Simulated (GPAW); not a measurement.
# Ta (P6_3/mmc) in GPAW: settings compared, part 2 of 2

GPAW 26.7.0. The steps go on from the part before.

## 4. Relaxation of cell and atoms, PBEsol+D3(BJ)

Contents of run.py:

```python
from ase import Atoms
from ase.calculators.mixing import SumCalculator
from ase.filters import FrechetCellFilter
from ase.io import write
from ase.optimize import BFGS
from dftd3.ase import DFTD3
from gpaw import GPAW, PW, setup_paths

setup_paths.insert(0, '.')

atoms = Atoms(['Ta', 'Ta'],
              cell=[[2.9003720726, 0.0, 0.0],
                    [-1.4501860363, 2.5117958953, 0.0],
                    [0.0, 0.0, 5.166274]],
              scaled_positions=[[0.3333333333, 0.6666666667, 0.25],
                                [0.6666666667, 0.3333333333, 0.75]],
              pbc=True)

calc = GPAW(mode=PW(600),
            xc='PBEsol',
            kpts={'size': (9, 9, 5), 'gamma': True},
            occupations={'name': 'fermi-dirac', 'width': 0.05},
            nbands=26,
            convergence={'density': 1e-05, 'forces': 0.0001},
            maxiter=150,
            txt='gpaw.txt')
atoms.calc = SumCalculator([calc, DFTD3(method='pbesol', damping='d3bj')])
opt = BFGS(FrechetCellFilter(atoms), trajectory='relax.traj', logfile='-')
done = opt.run(fmax=0.02, steps=60)
calc.write('gs.gpw')
write('result.traj', atoms)
print('Converged:', done)
print('Cell:', atoms.cell.cellpar().round(4))
print('Volume:', round(atoms.get_volume(), 4))
print(atoms.get_scaled_positions().round(5))
```

Potentials or basis: PAW data sets generated in the run's folder for this functional, pw.

On the command line:

```sh
$ gpaw-setup -f PBEsol Ta
$ OMP_NUM_THREADS=1 python run.py
```

gpaw.txt:

```text
__  _  _
 | _ |_)|_||  |
 |__||  | ||/\| - 26.7.0

Input parameters:
  mode=PW(ecut=600.0),
  convergence={'density': 1e-05, 'forces': 0.0001},
  kpts=MonkhorstPack(size=(9, 9, 5), gamma=True),
  maxiter=150,
  nbands=26,
  occupations=Occupations(name='fermi-dirac', width=0.05),
  xc=XC(name='PBEsol')

Diagonalizing LCAO Hamiltonian
Converting LCAO to pw mode

          Ta

        Ta

Atoms  # Å, Bohr magnetons
|   | symbol |         x |        y |        z |    initial magnetic moments |
|---|--------|-----------|----------|----------|-----------------------------|
| 0 |     Ta | -0.000000 | 1.674531 | 1.291568 | ( 0.0000,  0.0000,  0.0000) |
| 1 |     Ta |  1.450186 | 0.837265 | 3.874705 | ( 0.0000,  0.0000,  0.0000) |

Unit cell  # Å
| periodic |         x |        y |        z |  lengths |     angles |
|----------|-----------|----------|----------|----------|------------|
|      yes |  2.900372 | 0.000000 | 0.000000 | 2.900372 |  90.000000 |
|      yes | -1.450186 | 2.511796 | 0.000000 | 2.900372 |  90.000000 |
|      yes |  0.000000 | 0.000000 | 5.166274 | 5.166274 | 120.000000 |

Number of symmetries: 12
Symmetry operations  # r_c * U_cc + t_c -> r_c
|    | kind |            matrix            |
|----|------|------------------------------|
|  0 |  σ   |  1, 1, 0,  0,-1, 0,  0, 0, 1 |
|  1 |  S6  |  1, 1, 0, -1, 0, 0,  0, 0,-1 |
|  2 |  E   |  1, 0, 0,  0, 1, 0,  0, 0, 1 |
|  3 |  C2  |  1, 0, 0, -1,-1, 0,  0, 0,-1 |
|  4 |  C2  |  0, 1, 0,  1, 0, 0,  0, 0,-1 |
|  5 |  C3  |  0, 1, 0, -1,-1, 0,  0, 0, 1 |
|  6 |  S6  |  0,-1, 0,  1, 1, 0,  0, 0,-1 |
|  7 |  σ   |  0,-1, 0, -1, 0, 0,  0, 0, 1 |
|  8 |  σ   | -1, 0, 0,  1, 1, 0,  0, 0, 1 |
[... 172 lines left out ...]
Stress tensor  # eV/Ang^3
|        x |        y |        z |
|----------|----------|----------|
| 0.048128 | 0.000000 | 0.000000 |
| 0.000000 | 0.048128 | 0.000000 |
| 0.000000 | 0.000000 | 0.031595 |

Forces  # eV/Ang
|       x |        y |        z |
|---------|----------|----------|
| 0.00000 |  0.00000 | -0.00000 |  # Ta   0
| 0.00000 | -0.00000 |  0.00000 |  # Ta   1

Interpolating wave functions to new cell

          Ta
[... 417 lines left out ...]
Stress tensor  # eV/Ang^3
|         x |         y |         z |
|-----------|-----------|-----------|
| -0.045101 |  0.000000 | -0.000000 |
|  0.000000 | -0.045101 | -0.000000 |
| -0.000000 | -0.000000 | -0.048312 |

Forces  # eV/Ang
|       x |        y |        z |
|---------|----------|----------|
| 0.00000 | -0.00000 | -0.00006 |  # Ta   0
| 0.00000 |  0.00000 |  0.00006 |  # Ta   1

Interpolating wave functions to new cell

          Ta
[... 357 lines left out ...]
SCF iterations
|iter     | |      energy | eigst |  dens |force |
|---------|-|-------------|-------|-------|------|
|iter:   1| |  -20.570981 | -4.10 |       |      |
|iter:   2| |  -20.570978 | -7.15 | -3.46 |      |
|iter:   3| |  -20.570962c| -6.30 | -3.50 |      |
|iter:   4| |  -20.570962c| -7.58c| -4.47 |      |
|iter:   5| |  -20.570962c| -7.81c| -4.88 |      |
|iter:   6| |  -20.570962c| -8.77c| -5.97c|      |
|iter:   7| |  -20.570962c| -9.53c| -6.05c|-3.65 |
|iter:   8| |  -20.570962c|-10.28c| -6.53c|-5.09c|

Converged in 8 steps
Energy contributions relative to reference atoms: (reference = -848092.280618)

Energy contributions:
  Kinetic:          21.931773
  Coulomb:         -21.196414
  Zero:             -0.537189
  External:          0.000000
  Xc:              -20.757418
  Entropy:          -0.023425
  Spinorbit:         0.000000
  ----------------------------
  Free energy:     -20.582674
  Extrapolated:    -20.570962
[... 253 lines left out ...]
Forces  # eV/Ang
|        x |        y |        z |
|----------|----------|----------|
| -0.00000 | -0.00000 |  0.00003 |  # Ta   0
| -0.00000 |  0.00000 | -0.00003 |  # Ta   1

# Writing to gs.gpw (mode='')
```

stdout:

```text
Step          Energy          fmax
BFGS:    0      -21.953989        1.605075
BFGS:    1      -22.030211        0.888505
BFGS:    2      -22.060884        0.094575
BFGS:    3      -22.061066        0.037479
BFGS:    4      -22.061130        0.025455
BFGS:    5      -22.061290        0.003947
Converged: True
Cell: [  2.828    2.828    5.0771  90.      90.     120.    ]
Volume: 35.1652
[[0.33333 0.66667 0.25   ]
 [0.66667 0.33333 0.75   ]]
```

Wall time 2 min (1 thread of Arm Neoverse V2, shared host); peak memory 0.27 GiB.

Results:

```
Free energy                            : -22.0729 eV
Relaxed volume                         : 17.58 Å³/atom
Relaxed cell                           : a = 2.828 Å, b = 2.828 Å, c = 5.077 Å, α = 90.00°, β = 90.00°, γ = 120.00°
Space group after relaxing (to 0.05 Å) : P6_3/mmc (No. 194)
Energy gained by relaxing              : 53.7 meV/atom
Ionic steps                            : 6
Pressure after relaxing                : 0.0 GPa
Band gap on the k mesh                 : none (metal or under the smearing width)
Dispersion energy per atom             : -0.745 eV
```

Step by step:
| step | energy change (eV) | largest force (eV/Å) | pressure (GPa) | volume (Å³) |
| --- | --- | --- | --- | --- |
| 1 | 0.0000 | 0.0000 | -12.79 | 37.64 |
| 2 | -0.0762 | 0.0001 | -7.18 | 36.44 |
| 3 | -0.1069 | 0.0001 | 0.53 | 35.07 |
| 4 | -0.1071 | 0.0000 | 0.01 | 35.15 |
| 5 | -0.1071 | 0.0000 | -0.03 | 35.16 |
| 6 | -0.1073 | 0.0000 | -0.03 | 35.17 |

Final structure:
```yaml
crystal:
  lattice:
    - [2.82802, 0.00000, 0.00000]
    - [-1.41401, 2.44914, 0.00000]
    - [0.00000, 0.00000, 5.07712]
  atoms:
    - { symbol: Ta, position: [0.33333, 0.66667, 0.25000] }
    - { symbol: Ta, position: [0.66667, 0.33333, 0.75000] }
```

Levels at points of the mesh, in eV from the Fermi level:
| k point | band 10 | band 11 | band 12 | band 13 | band 14 | band 15 | band 16 | band 17 |
| --- | --- | --- | --- | --- | --- | --- | --- | --- |
| (0.00, 0.00, 0.00) | -5.12 | -0.75 | 0.01 | 0.59 | 0.59 | 1.18 | 1.18 | 3.21 |

Caveat: later steps reuse the first step's grids; pairwise dispersion overbinds metals, which lowers pressure and volume. Spin-orbit coupling is left out, which matters for the levels of Ta.

## 5. Relaxation of cell and atoms, PBEsol+D3(BJ)+ATM

Edit run.py of step 4 so:

```diff
@@ -26,3 +26,3 @@
             txt='gpaw.txt')
-atoms.calc = SumCalculator([calc, DFTD3(method='pbesol', damping='d3bj')])
+atoms.calc = SumCalculator([calc, DFTD3(damping='d3bj', params_tweaks=dict(method='pbesol', atm=True))])
 opt = BFGS(FrechetCellFilter(atoms), trajectory='relax.traj', logfile='-')
```

Potentials or basis: PAW data sets generated in the run's folder for this functional, pw.

On the command line:

```sh
$ gpaw-setup -f PBEsol Ta
$ OMP_NUM_THREADS=1 python run.py
```

gpaw.txt:

```text
__  _  _
 | _ |_)|_||  |
 |__||  | ||/\| - 26.7.0

Input parameters:
  mode=PW(ecut=600.0),
  convergence={'density': 1e-05, 'forces': 0.0001},
  kpts=MonkhorstPack(size=(9, 9, 5), gamma=True),
  maxiter=150,
  nbands=26,
  occupations=Occupations(name='fermi-dirac', width=0.05),
  xc=XC(name='PBEsol')

Diagonalizing LCAO Hamiltonian
Converting LCAO to pw mode

          Ta

        Ta

Atoms  # Å, Bohr magnetons
|   | symbol |         x |        y |        z |    initial magnetic moments |
|---|--------|-----------|----------|----------|-----------------------------|
| 0 |     Ta | -0.000000 | 1.674531 | 1.291568 | ( 0.0000,  0.0000,  0.0000) |
| 1 |     Ta |  1.450186 | 0.837265 | 3.874705 | ( 0.0000,  0.0000,  0.0000) |

Unit cell  # Å
| periodic |         x |        y |        z |  lengths |     angles |
|----------|-----------|----------|----------|----------|------------|
|      yes |  2.900372 | 0.000000 | 0.000000 | 2.900372 |  90.000000 |
|      yes | -1.450186 | 2.511796 | 0.000000 | 2.900372 |  90.000000 |
|      yes |  0.000000 | 0.000000 | 5.166274 | 5.166274 | 120.000000 |

Number of symmetries: 12
Symmetry operations  # r_c * U_cc + t_c -> r_c
|    | kind |            matrix            |
|----|------|------------------------------|
|  0 |  σ   |  1, 1, 0,  0,-1, 0,  0, 0, 1 |
|  1 |  S6  |  1, 1, 0, -1, 0, 0,  0, 0,-1 |
|  2 |  E   |  1, 0, 0,  0, 1, 0,  0, 0, 1 |
|  3 |  C2  |  1, 0, 0, -1,-1, 0,  0, 0,-1 |
|  4 |  C2  |  0, 1, 0,  1, 0, 0,  0, 0,-1 |
|  5 |  C3  |  0, 1, 0, -1,-1, 0,  0, 0, 1 |
|  6 |  S6  |  0,-1, 0,  1, 1, 0,  0, 0,-1 |
[... 830 lines left out ...]
|        x |       y |        z |
|----------|---------|----------|
|  0.00000 | 0.00000 | -0.00002 |  # Ta   0
| -0.00000 | 0.00000 |  0.00002 |  # Ta   1

Interpolating wave functions to new cell

          Ta
[... 142 lines left out ...]
SCF iterations
|iter     | |      energy | eigst |  dens |force |
|---------|-|-------------|-------|-------|------|
|iter:   1| |  -20.579152 | -3.73 |       |      |
|iter:   2| |  -20.579146 | -6.85 | -3.30 |      |
|iter:   3| |  -20.579115c| -5.95 | -3.34 |      |
|iter:   4| |  -20.579115c| -7.88c| -4.32 |      |
|iter:   5| |  -20.579115c| -7.73c| -4.73 |      |
|iter:   6| |  -20.579116c| -8.70c| -5.90c|      |
|iter:   7| |  -20.579116c| -9.40c| -5.88c|-3.46 |
|iter:   8| |  -20.579116c|-10.06c| -6.45c|-4.98c|

Converged in 8 steps
Energy contributions relative to reference atoms: (reference = -848092.280618)

Energy contributions:
  Kinetic:          20.528911
  Coulomb:         -20.045592
  Zero:             -0.536109
  External:          0.000000
  Xc:              -20.514622
  Entropy:          -0.023408
  Spinorbit:         0.000000
  ----------------------------
  Free energy:     -20.590820
  Extrapolated:    -20.579116
[... 189 lines left out ...]
SCF iterations
|iter     | |      energy | eigst |  dens |force |
|---------|-|-------------|-------|-------|------|
|iter:   1| |  -20.579715 | -3.08 |       |      |
|iter:   2| |  -20.579686 | -6.27 | -2.95 |      |
|iter:   3| |  -20.579534c| -5.53 | -2.99 |      |
|iter:   4| |  -20.579532c| -7.29 | -3.98 |      |
|iter:   5| |  -20.579532c| -7.74c| -4.50 |      |
|iter:   6| |  -20.579532c| -8.57c| -5.54c|      |
|iter:   7| |  -20.579532c| -9.15c| -5.65c|-3.23 |
|iter:   8| |  -20.579532c|-10.04c| -6.19c|-4.78c|

Converged in 8 steps
Energy contributions relative to reference atoms: (reference = -848092.280618)

Energy contributions:
  Kinetic:          20.509775
  Coulomb:         -20.027514
  Zero:             -0.536144
  External:          0.000000
  Xc:              -20.514071
  Entropy:          -0.023157
  Spinorbit:         0.000000
  ----------------------------
  Free energy:     -20.591111
  Extrapolated:    -20.579532
[... 38 lines left out ...]
Forces  # eV/Ang
|        x |        y |        z |
|----------|----------|----------|
|  0.00000 | -0.00000 |  0.00002 |  # Ta   0
| -0.00000 |  0.00000 | -0.00002 |  # Ta   1

# Writing to gs.gpw (mode='')
```

stdout:

```text
Step          Energy          fmax
BFGS:    0      -21.832357        1.485108
BFGS:    1      -21.896855        0.818542
BFGS:    2      -21.922418        0.095180
BFGS:    3      -21.922585        0.045064
BFGS:    4      -21.922681        0.026548
BFGS:    5      -21.922882        0.009703
Converged: True
Cell: [  2.8334   2.8334   5.0886  90.      90.     120.    ]
Volume: 35.3795
[[0.33333 0.66667 0.25   ]
 [0.66667 0.33333 0.75   ]]
```

Wall time 2.5 min (1 thread of Arm Neoverse V2, shared host); peak memory 0.27 GiB.

Results:

```yaml
Free_energy: -21.9345 eV
Relaxed_volume: 17.69 Å³/atom
Relaxed_cell: a = 2.833 Å, b = 2.833 Å, c = 5.089 Å, α = 90.00°, β = 90.00°, γ = 120.00°
Space_group_after_relaxing_to_0.05_Å: P6_3/mmc (No. 194)
Energy_gained_by_relaxing: 45.3 meV/atom
Ionic_steps: 6
Pressure_after_relaxing: -0.1 GPa
Band_gap_on_the_k_mesh: none (metal or under the smearing width)
Dispersion_energy_per_atom: -0.672 eV
```

The path:
```
step  energy change (eV)  largest force (eV/Å)  pressure (GPa)  volume (Å³)
   1              0.0000                0.0000          -11.77        37.64
   2             -0.0645                0.0001           -6.54        36.54
   3             -0.0901                0.0001            0.45        35.29
   4             -0.0902                0.0000            0.03        35.36
   5             -0.0903                0.0000           -0.05        35.37
   6             -0.0905                0.0000           -0.07        35.38
```

Final structure:
```
Ta
1.0
     2.83342    0.00000    0.00000
    -1.41671    2.45382    0.00000
     0.00000    0.00000    5.08859
Ta
2
Direct
  0.33333 0.66667 0.25000
  0.66667 0.33333 0.75000
```

Caveat: later steps reuse the first step's grids; pairwise dispersion overbinds metals, which lowers pressure and volume. The run has no spin-orbit coupling, so splittings on Ta are missing.

## 6. The runs side by side

```tsv
level	gap on the mesh (eV)	pressure (GPa)	relaxed volume (Å³/atom)
PBEsol	none	-0.1	18.16
PBEsol+D3	none	-0.1	17.69
PBEsol+D3(BJ)	none	0.0	17.58
PBEsol+D3(BJ)+ATM	none	-0.1	17.69
```

Alike in all rows: task relaxation of cell and atoms; potentials or basis PAW data sets generated in the run's folder for this functional, pw; no spin polarisation; cell relaxed; k mesh 9 × 9 × 5; cutoff (eV) 600; smearing fermi-dirac 0.05 eV.

Caveats: later steps reuse the first step's grids; pairwise dispersion overbinds metals, which lowers pressure and volume (some runs).

Absolute energies hang on the potentials; compare differences alone.
